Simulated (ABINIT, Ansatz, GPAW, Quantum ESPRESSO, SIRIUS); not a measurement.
One calculation of Nb, 5 ways

```
Nb
1.0
     0.00000    2.11500    2.11500
     2.11500    0.00000    2.11500
     2.11500    2.11500    0.00000
Nb
1
Direct
  0.00000 0.00000 0.00000
```

This isn't the form of Nb at room conditions, which is bcc.

Alike in all runs: task single point; functional PBEsol; k mesh 11 × 11 × 11; occupations fermi-dirac, width 0.05 eV; no spin polarisation; no spin-orbit coupling. Pressure is positive in compression and, in plane waves, holds the error of the finite cutoff.

```tsv
program and potentials	plane-wave cutoff (eV)	notes	pressure (GPa)
Ansatz, all-electron LAPW, scalar-relativistic	-	-	-7.39
SIRIUS, PseudoDojo 0.4.1 PBEsol standard (scalar relativistic)	1127	-	-7.27
ABINIT, PseudoDojo NC SR PBEsol v0.4.1 standard	1116	-	?
Quantum ESPRESSO, GBRV 1.5 PBEsol	612	-	-7.87
GPAW, PAW data sets generated for this functional	600	-	-7.99
```

**Question.** Estimate from the other rows what the run with ABINIT, PseudoDojo NC SR PBEsol v0.4.1 standard gave.

**Answer.** Pressure -7.28 GPa. The other rows, which needn't bracket it: pressure -7.99 to -7.27.
